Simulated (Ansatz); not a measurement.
The system is LiCl.

```
Cl Li
1.0
     0.00000    2.56477    2.56477
     2.56477    0.00000    2.56477
     2.56477    2.56477    0.00000
Cl Li
1 1
Direct
  0.50000 0.50000 0.50000
  0.00000 0.00000 0.00000
```

* Program: Ansatz 0.2.0
* Task: single point
* Functional: PBE
* Potentials or basis: Ansatz PAW
* Cutoff: 420 eV (not typed: the program's choice for these potentials)
* k mesh: 9 × 9 × 9
* Occupations: fermi-dirac, width 0.05 eV
* Spin: no spin polarisation

On this cell: pressure 0.4 GPa; largest force zero by symmetry; band gap on the k mesh 6.33 eV, direct.

The same run follows on a disturbed copy (atoms moved at random, drawn with an rms of 0.05 Å):

```
Cl Li
1.0
     0.00000    2.56477    2.56477
     2.56477    0.00000    2.56477
     2.56477    2.56477    0.00000
Cl Li
1 1
Direct
  0.49436 0.52009 0.48159
  0.00738 0.97728 0.00359
```

What does the disturbed cell give?

The energy moves by +2.8 meV/atom; pressure 0.6 GPa; largest force 0.087 eV/Å; band gap on the k mesh 6.31 eV, direct.

Forces on the atoms (eV/Å):
```
Cl  -0.034  0.062 -0.051
Li   0.034 -0.062  0.051
```

Stress tensor (GPa, compression positive):
```
 0.48  0.01 -0.01
 0.01  0.70  0.01
-0.01  0.01  0.60
```

Caveats: odd divisions of the mesh miss points on the zone boundary, where band edges often lie, so the gap on the mesh can be too wide.

A k mesh can miss the band edges.
